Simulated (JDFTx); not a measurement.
The system is Ru.

```
CELL_PARAMETERS angstrom
2.70580 0.00000 0.00000
-1.35290 2.34329 0.00000
0.00000 0.00000 4.28190
ATOMIC_POSITIONS crystal
Ru 0.66667 0.33333 0.75000
Ru 0.33333 0.66667 0.25000
```

| Quantity | Value |
| --- | --- |
| Program | JDFTx 1.7.0 (patched build) |
| Task | relaxation of cell and atoms |
| Functional | PBE |
| Potentials or basis | Ansatz-NC-SR-PBE with smoothed tails |
| Cutoff | 1143 eV |
| Density cutoff | 9143 eV |
| k mesh | 6 × 6 × 3 |
| Occupations | fermi-dirac, width 0.05 eV |
| Spin | no spin polarisation |

At the start: pressure 5.2 GPa; volume 13.57 Å³/atom.

Q: Where does the relaxation end?

A: Over 7 steps the energy falls by 5.1 meV/atom and the volume is 13.80 Å³/atom (+1.6 %); space group P6_3/mmc (No. 194, to 0.05 Å).

Step by step:
```
step  energy change (eV)  largest force (eV/Å)  pressure (GPa)  volume (Å³)
   1              0.0000                0.0000            5.21        27.15
   2             -0.0030                0.0000            4.20        27.23
   3             -0.0096                0.0000            0.04        27.59
   4             -0.0101                0.0000            0.04        27.59
   5             -0.0102                0.0000            0.01        27.59
   6             -0.0102                0.0000           -0.01        27.60
   7             -0.0102                0.0000            0.01        27.60
```

Final structure:
```
Ru
1.0
     2.73019    0.00000    0.00000
    -1.36510    2.36441    0.00000
     0.00000    0.00000    4.27485
Ru
2
Direct
  0.66667 0.33333 0.75000
  0.33333 0.66667 0.25000
```

Caveat: the k mesh is coarse (spacing up to 0.49 Å⁻¹), so the values aren't converged.
